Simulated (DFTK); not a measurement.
# WS2 in DFTK: convergence with k mesh

WS2, a slab with vacuum:

```xyz
3
Lattice="3.1835 0.0000 0.0000 -1.5918 2.7570 0.0000 0.0000 0.0000 16.9506" Properties=species:S:1:pos:R:3 pbc="T T T"
W     0.0000    0.0000    0.0000
S     0.0000    1.8380    1.5595
S     0.0000    1.8380   15.3911
```

* Program: DFTK 0.8.2
* Task: convergence study
* Functional: PBEsol
* Potentials or basis: SPMS 1.0 (PBE)
* Cutoff: 816 eV
* k mesh: 2 × 2 × 1
* Occupations: fermi-dirac, width 0.1 eV
* Spin: no spin polarisation

These are the settings of the first run; the series varies k mesh, with any setting tied to it.

Hardware: 1 thread of Intel(R) Xeon(R) Platinum 8488C (Sapphire Rapids), on a shared host.

Q: The values tried are 2 × 2 × 1, 3 × 3 × 1, 4 × 4 × 1, 6 × 6 × 1, 8 × 8 × 2, 9 × 9 × 2, loosest first. From which on does the largest force stay within 0.005 eV/Å of the tightest run that finished?

A: From 6 × 6 × 1 on.

```csv
k mesh,"energy less the tightest run, at zero smearing (meV/atom)",largest force (eV/Å),gap on the mesh (eV),SCF cycles
2 × 2 × 1,327.03,0.384,2.585,12
3 × 3 × 1,5.84,0.265,1.763,11
4 × 4 × 1,-19.00,0.132,2.358,11
6 × 6 × 1,0.90,0.071,1.778,11
8 × 8 × 2,-0.01,0.075,2.059,11
9 × 9 × 2,0.00,0.075,1.778,11
```

Against the tightest run, the energy stays within 1 meV/atom from 6 × 6 × 1 on. Not settled before the last step: the gap on the mesh (to 0.01 eV). Meshes of other sizes hit other points, so gaps and Fermi surfaces needn't settle smoothly. The tightest run that finished is the yardstick and may itself not be fully converged.

Caveat, for the tightest run too: the potentials were made for another functional, which shifts forces and pressure; spin-orbit coupling is left out, which moves the levels of the heavy elements.
